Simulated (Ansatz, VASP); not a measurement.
# WSe2: VASP beside Ansatz

The input INCAR:

```
PREC = Accurate
ENCUT = 520
EDIFF = 1E-7
ISMEAR = 0
SIGMA = 0.05
LREAL = F
LASPH = T
NELM = 80
ALGO = Normal
ISIF = 2
LWAVE = F
LCHARG = F
LDIPOL = T
IDIPOL = 3
DIPOL = 0.5 0.5 0.401
GGA = PE
IVDW = 12
NBANDS = 35
```

KPOINTS

```
regular mesh
0
Gamma
  9 9 1
```

File POSCAR:

```
WSe2
1.0
    3.2854929596      0.0000000000      0.0000000000
   -1.6427464798      2.8453203669      0.0000000000
    0.0000000000      0.0000000000     24.2386467078
Se W
4 2
Direct
    0.3333333333      0.6666666667      0.1856539292
    0.3333333333      0.6666666667      0.3246601780
    0.6666666667      1.3333333333      0.4777215285
    0.6666666667      1.3333333333      0.6167277773
    0.6666666667      0.3333333333      0.2551570536
    0.3333333333      1.6666666667      0.5472246529
```

Input for Ansatz:

```yaml
crystal:
  lattice:
    - [3.2854929596, 0.0, 0.0]
    - [-1.6427464798, 2.8453203669, 0.0]
    - [0.0, 0.0, 24.2386467078]
  atoms:
    - { symbol: Se, position: [0.3333333333, 0.6666666667, 0.1856539292] }
    - { symbol: W, position: [0.6666666667, 0.3333333333, 0.2551570536] }
    - { symbol: Se, position: [0.3333333333, 0.6666666667, 0.324660178] }
    - { symbol: Se, position: [0.6666666667, 1.3333333333, 0.4777215285] }
    - { symbol: W, position: [0.3333333333, 1.6666666667, 0.5472246529] }
    - { symbol: Se, position: [0.6666666667, 1.3333333333, 0.6167277773] }
basis:
  ecutwfc: 420
kpoints:
  mp_grid: { grid: [9, 9, 1] }
hamiltonian:
  xc: pbe
  pseudopotentials: { kind: paw, azcp: { folder: soft_1 } }
  dispersion: d3bj
scf:
  occupations: { method: gaussian, width: 0.05 }
output:
  forces: true
  eigenvalues: true
efield:
  axis: 3
  dipole_correction: true
  ramp_width: 0.04
```

Alike in both runs: task single point; functional PBE; dispersion D3(BJ); k mesh 9 × 9 × 1; occupations gaussian, width 0.05 eV; no spin polarisation.

|  | VASP | Ansatz |
| --- | --- | --- |
| version | VASP 6.6.1 | Ansatz 0.2.0 |
| potentials or method | VASP PAW PBE potentials, release 64 (Se, W_sv) | scalar-relativistic, plane waves, PAW |
| plane-wave cutoff (eV) | 520 | 420 |
| valence electrons in the cell | 52 | 92 |

```csv
,VASP,Ansatz,Ansatz less VASP
gap on the k mesh at the Fermi level (eV),1.56,1.55,-0.001
least direct gap on the mesh (eV),1.65,1.65,+0.003
rms of the force components (eV/Å),0.052,0.035,-0.0166
```

The two sets of potentials don't hold the same shells in valence.

Caveats: spin-orbit coupling is left out, which moves the levels of the heavy elements.
